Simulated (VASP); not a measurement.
# CClH3 in VASP: a series of runs

Aim: see how the results for CClH3 move with the level of theory and the settings. Levels: PBE+D4, PBE+D3(BJ). Tasks: single point.

Everything below comes from runs of VASP 6.6.1. Logs are shortened: lines on timing, memory, paths and dates and some standing lists are left out, and cuts for length are marked.

### Step 1. The structure

The cell holds a molecule in a box, 5 atoms: a = 12.767 Å, b = 13.267 Å, c = 13.767 Å, α = 90.00°, β = 90.00°, γ = 90.00°.

### Step 2. Single point, PBE+D4

INCAR reads:

```
ALGO = Normal ; EDIFF = 1E-6
ENCUT = 400 ; GGA = PE
ISIF = 2 ; ISMEAR = 0
ISYM = 0 ; IVDW = 13
LASPH = T ; LCHARG = F
LREAL = F ; LWAVE = F
NBANDS = 15 ; NELM = 60
PREC = Accurate ; SIGMA = 0.01
```

KPOINTS reads:

```
k-points
0
Gamma
  1 1 1
```

POSCAR reads:

```
H3CCl                                   
1.0
   12.7670747303      0.0000000000      0.0000000000
    0.0000000000     13.2670747303      0.0000000000
    0.0000000000      0.0000000000     13.7670747303
  C               Cl              H             
     1     1     3
Selective dynamics
Direct
     0.4970414396999985    0.5134837255000022    0.4949221529999974   F   F   F
     0.5319454503142702    0.3988868809119202    0.5548219480017531   T   T   T
     0.5552280380073201    0.5709899675184384    0.5135229432457831   T   T   T
     0.4191307765296371    0.5362347447375754    0.5199742775278416   T   T   T
     0.4964907305613198    0.4997974982495885    0.4164725656523024   T   T   T
```

Potentials or basis: VASP PAW PBE potentials, release 64 (C, Cl, H).

Started as:

```bash
cat potpaw_PBE.64/C/POTCAR potpaw_PBE.64/Cl/POTCAR potpaw_PBE.64/H/POTCAR > POTCAR
mpirun -np 4 vasp_gam > vasp.out
```

OUTCAR:

```text
EDIFF = 1E-6
   ENCUT = 400
   GGA = PE
   ISIF = 2
   ISMEAR = 0
   ISYM = 0
   IVDW = 13
   LASPH = T
   LREAL = F
   NELM = 60
   PREC = Accurate

 ion  position               nearest neighbor table
   1  0.497  0.513  0.495-   5 1.10   4 1.10   3 1.10   2 1.79
   2  0.532  0.399  0.555-   1 1.79
   3  0.555  0.571  0.514-   1 1.10
   4  0.419  0.536  0.520-   1 1.10
   5  0.496  0.500  0.416-   1 1.10

IMPORTANT INFORMATION: All symmetrisations will be switched off!
NOSYMM: (Re-)initialisation of all symmetry stuff for point group C_1.

----------------------------------------------------------------------------------------

                                     Primitive cell

  volume of cell :    2331.8910

  direct lattice vectors                    reciprocal lattice vectors
    12.767074730  0.000000000  0.000000000     0.078326478  0.000000000  0.000000000
     0.000000000 13.267074730  0.000000000     0.000000000  0.075374566  0.000000000
     0.000000000  0.000000000 13.767074730     0.000000000  0.000000000  0.072637072

  length of vectors
    12.767074730 13.267074730 13.767074730     0.078326478  0.075374566  0.072637072

  position of ions in fractional coordinates (direct lattice)
     0.497041440  0.513483726  0.494922153
     0.531945450  0.398886881  0.554821948
     0.555228038  0.570989968  0.513522943
     0.419130777  0.536234745  0.519974278
     0.496490731  0.499797498  0.416472566

  ion indices of the primitive-cell ions
   primitive index   ion index
                 1           1
                 2           2
                 3           3
                 4           4
                 5           5

----------------------------------------------------------------------------------------

 KPOINTS: k-points

Automatic generation of k-mesh.
 Grid dimensions read from file:
 generate k-points for:    1    1    1

 Generating k-lattice:

  Cartesian coordinates                     Fractional coordinates (reciprocal lattice)
     0.078326478  0.000000000  0.000000000     1.000000000  0.000000000  0.000000000
     0.000000000  0.075374566  0.000000000     0.000000000  1.000000000  0.000000000
     0.000000000  0.000000000  0.072637072     0.000000000  0.000000000  1.000000000

  Length of vectors
     0.078326478  0.075374566  0.072637072

  Shift w.r.t. Gamma in fractional coordinates (k-lattice)
     0.000000000  0.000000000  0.000000000

 Subroutine IBZKPT returns following result:
 ===========================================

 Found      1 irreducible k-points:

 Following reciprocal coordinates:
            Coordinates               Weight
  0.000000  0.000000  0.000000      1.000000
   k-points           NKPTS =      1   k-points in BZ     NKDIM =      1   number of bands    NBANDS=     16
   number of dos      NEDOS =    301   number of ions     NIONS =      5
   total plane-waves  NPLWV = 680400
   dimension x,y,z NGX =    84 NGY =   90 NGZ =   90
   dimension x,y,z NGXF=   168 NGYF=  180 NGZF=  180
   ions per type =               1   1   3
   NGX,Y,Z   is equivalent  to a cutoff of  10.94, 11.28, 10.87 a.u.
   NGXF,Y,Z  is equivalent  to a cutoff of  21.88, 22.56, 21.74 a.u.
 SYSTEM =  unknown system
   PREC   = accura    normal or accurate (medium, high low for compatibility)
   ISTART =      0    job   : 0-new  1-cont  2-samecut
   ICHARG =      2    charge: 1-file 2-atom 10-const
   ISPIN  =      1    spin polarized calculation?
   LNONCOLLINEAR =      F non collinear calculations
   LSORBIT =      F    spin-orbit coupling
   LASPH  =      T    aspherical Exc in radial PAW
   ENCUT  =  400.0 eV  29.40 Ry    5.42 a.u.  20.82 21.64 22.45*2*pi/ulx,y,z
   NELM   =     60;   NELMIN=  2; NELMDL= -5     # of ELM steps
   EDIFF  = 0.1E-05   stopping-criterion for ELM
   LREAL  =      F    real-space projection
   EDIFFG = 0.1E-04   stopping-criterion for IOM
   NSW    =      0    number of steps for IOM
   IBRION =     -1    ionic relax: 0-MD 1-quasi-New 2-CG
   NFREE  =      0    steps in history (QN), initial steepest desc. (CG)
   ISIF   =      2    stress and relaxation
   ISYM   =      0    0-nonsym 1-usesym 2-fastsym
   POTIM  = 0.5000    time-step for ionic-motion
   TEBEG  =    0.0;   TEEND  =   0.0 temperature during run
   PSTRESS=    0.0 pullay stress
   NELECT =      14.0000    total number of electrons
   NUPDOWN=      -1.0000    fix difference up-down
   EMIN   =  10.00;   EMAX   =-10.00  energy-range for DOS
   EFERMI =   0.00;   METHOD = LEGACY
   ISMEAR =     0;   SIGMA  =   0.01  broadening in eV -4-tet -1-fermi 0-gaus
   EFERMI_NEDOS =   21; number of points for ismear=-14 and -15
   IALGO  =     38    algorithm
   IMIX   =      4    mixing-type and parameters
     AMIX     =   0.40;   BMIX     =  1.00
     AMIX_MAG =   1.60;   BMIX_MAG =  1.00
  volume/ion in A,a.u.               =     466.38      3147.28
  Fermi-wavevector in a.u.,A,eV,Ry     =   0.297542  0.562273  1.204540  0.088531
  Thomas-Fermi vector in A             =   1.163129
   LORBIT       =      0    0 simple, 1 ext, 2 COOP (PROOUT), +10 PAW based schemes
   GGA     = PE    functional components
   LHFCALC =     F    Hartree Fock is set to
   AEXX    =    0.0000 exact exchange contribution
   IVDW    =    13    specifies the selected vdW correction
   LEPSILON=     F    determine dielectric tensor
   LRPA    =     F    only Hartree local field effects (RPA)
 non-spin polarized calculation
 Gauss-broadening in eV      SIGMA  =   0.01
  energy-cutoff  :      400.00
  volume of cell :     2331.89
 maximum number of plane-waves:     21158
 NGX is ok and might be reduce to    84
   NGX = 41   NGY = 43   NGZ = 45

 number of electron      14.0000002 magnetization

 Free energy of the ion-electron system (eV)
  ---------------------------------------------------
  ext. energy  EPLUGINS =         0.00000000
  ---------------------------------------------------
  free energy    TOTEN  =       -22.41898883 eV

  energy without entropy =      -22.41898883  energy(sigma->0) =      -22.41898883

 E-fermi :  -6.8739     XC(G=0):  -0.4442

 val. band max:       -6.9467317398   @ k =   0.0000   0.0000   0.0000
 cond. band min:      -0.7147218217   @ k =   0.0000   0.0000   0.0000
 fundamental gap:      6.2320099181
 Fermi energy:        -6.8739160050

 k-point     1 :       0.0000    0.0000    0.0000
  band No.  band energies     occupation
      1     -21.1667      2.00000
      2     -16.6050      2.00000
      3     -10.8328      2.00000
      4     -10.8327      2.00000
      5     -10.1467      2.00000
      6      -6.9469      2.00000
[... 8 lines left out ...]
     15       0.8623      0.00000
     16       1.2856      0.00000

------------------------ aborting loop because EDIFF is reached ----------------------------------------

  DFT-D4 for vdW energy calculation

  Edisp (eV):   -0.05041

  FORCE on cell =-STRESS in cart. coord.  units (eV):
  Direction    XX          YY          ZZ          XY          YZ          ZX
  --------------------------------------------------------------------------------------
  -------------------------------------------------------------------------------------
  Total      -0.36118    -0.35632    -0.35723    -0.00415    -0.00669     0.00202
  in kB      -0.24816    -0.24482    -0.24545    -0.00285    -0.00460     0.00139
  external pressure =       -0.25 kB  Pullay stress =        0.00 kB

 VOLUME and BASIS-vectors are now :
 -----------------------------------------------------------------------------
  energy-cutoff  :      400.00
  volume of cell :     2331.89
      direct lattice vectors                 reciprocal lattice vectors
    12.767074730  0.000000000  0.000000000     0.078326478  0.000000000  0.000000000
     0.000000000 13.267074730  0.000000000     0.000000000  0.075374566  0.000000000
     0.000000000  0.000000000 13.767074730     0.000000000  0.000000000  0.072637072

 POSITION                                       TOTAL-FORCE (eV/Angst)
 -----------------------------------------------------------------------------------
      6.34577      6.81243      6.81363         0.014418     -0.050193      0.027135
      6.79139      5.29206      7.63828        -0.002499      0.010122     -0.005321
      7.08864      7.57537      7.06971        -0.012704      0.008673     -0.011563
      5.35107      7.11427      7.15852         0.005394      0.013143     -0.012606
      6.33873      6.63085      5.73361        -0.004610      0.018255      0.002355
 -----------------------------------------------------------------------------------
    total drift:                                0.000527      0.000468     -0.000251

  FREE ENERGIE OF THE ION-ELECTRON SYSTEM (eV)
  ---------------------------------------------------
  free  energy   TOTEN  =       -22.4693975758 eV

  energy  without entropy=      -22.4693975758  energy(sigma->0) =      -22.46939758
```

OSZICAR:

```text
N       E                     dE             d eps       ncg     rms          rms(c)
DAV:   1     0.753910535503E+02    0.75391E+02   -0.32041E+03    48   0.378E+02
DAV:   2    -0.229862479588E+01   -0.77690E+02   -0.71230E+02    56   0.953E+01
DAV:   3    -0.231805810189E+02   -0.20882E+02   -0.20744E+02    48   0.485E+01
[... 17 lines left out ...]
DAV:  21    -0.224189782865E+02   -0.79506E-05   -0.14361E-07    48   0.161E-03    0.806E-04
DAV:  22    -0.224189851698E+02   -0.68833E-05   -0.19518E-07    56   0.174E-03    0.463E-04
DAV:  23    -0.224189872857E+02   -0.21159E-05   -0.28980E-08    56   0.659E-04    0.395E-04
DAV:  24    -0.224189883507E+02   -0.10650E-05   -0.11205E-08    48   0.442E-04    0.117E-04
DAV:  25    -0.224189888263E+02   -0.47564E-06   -0.71273E-10    56   0.246E-04
   1 F= -.22469398E+02 E0= -.22469398E+02  d E =-.945296E-25
```

Wall time 21 s (4 MPI ranks of Intel Xeon 6975P-C (Granite Rapids), shared host); peak memory 0.43 GiB.

Results:

| Quantity | Value |
| --- | --- |
| Free energy | -22.4694 eV |
| Largest force | 0.059 eV/Å |
| Gap between the frontier levels | 6.23 eV |
| Dispersion energy per atom | -0.010 eV |

Forces on the atoms (eV/Å):
```
C    0.014 -0.050  0.027
Cl  -0.002  0.010 -0.005
H   -0.013  0.009 -0.012
H    0.005  0.013 -0.013
H   -0.005  0.018  0.002
```

Levels at points of the mesh, in eV from the valence-band top:
```
           k point  band 4  band 5  band 6  band 7  band 8  band 9  band 10  band 11
(0.00, 0.00, 0.00)   -3.89   -3.20    0.00    0.00    6.23    6.63     7.38     7.45
```

Caveat: the cutoff is under 1.25 times the usual one of these potentials, so pressure, stress and relaxed cells hold a basis-set (Pulay) error.

### Step 3. Single point, PBE+D3(BJ)

INCAR reads:

```
ALGO = Normal ; EDIFF = 1E-6
ENCUT = 520 ; GGA = PE
ISIF = 2 ; ISMEAR = 0
ISYM = 0 ; IVDW = 12
LASPH = T ; LCHARG = F
LREAL = F ; LWAVE = F
NBANDS = 15 ; NELM = 60
PREC = Accurate ; SIGMA = 0.01
```

KPOINTS is that of step 2.

POSCAR is that of step 2.

Potentials or basis: VASP PAW PBE potentials, release 64 (C, Cl, H).

Started as:

```bash
cat potpaw_PBE.64/C/POTCAR potpaw_PBE.64/Cl/POTCAR potpaw_PBE.64/H/POTCAR > POTCAR
mpirun -np 4 vasp_gam > vasp.out
```

Wall time 28 s (4 MPI ranks of Intel Xeon 6975P-C (Granite Rapids), shared host); peak memory 0.64 GiB.

The run converged. Its results:

```
Free energy                     : -22.4868 eV
Largest force                   : 0.045 eV/Å
Gap between the frontier levels : 6.23 eV
Dispersion energy per atom      : -0.012 eV
```

Forces on the atoms (eV/Å):
```
C    0.005 -0.017  0.009
Cl  -0.001  0.005 -0.003
H   -0.037 -0.016 -0.020
H    0.037  0.004 -0.023
H   -0.005  0.024  0.036
```

Levels at points of the mesh, in eV from the valence-band top:
| k point | band 4 | band 5 | band 6 | band 7 | band 8 | band 9 | band 10 | band 11 |
| --- | --- | --- | --- | --- | --- | --- | --- | --- |
| (0.00, 0.00, 0.00) | -3.89 | -3.20 | 0.00 | 0.00 | 6.23 | 6.63 | 7.38 | 7.45 |

### Step 4. Single point, PBE+D3(BJ)

Changes to INCAR since step 3:

```diff
@@ -1,3 +1,3 @@
 ALGO = Normal ; EDIFF = 1E-6
-ENCUT = 520 ; GGA = PE
+ENCUT = 250 ; GGA = PE
 ISIF = 2 ; ISMEAR = 0
```

KPOINTS is that of step 3.

POSCAR is that of step 3.

Started as:

```bash
cat potpaw_PBE.64/C/POTCAR potpaw_PBE.64/Cl/POTCAR potpaw_PBE.64/H/POTCAR > POTCAR
mpirun -np 4 vasp_gam > vasp.out
```

It took 8.9 s on 4 MPI ranks of Intel Xeon 6975P-C (Granite Rapids), shared host; peak memory 0.29 GiB.

The run converged, but a check on its numbers failed (symmetry, net force, bounds or a known fault of this set-up), so they aren't taken as properties of the molecule.

Caveat: the cutoff lies under the usual one of these potentials, so the numbers hold a large basis-set error.
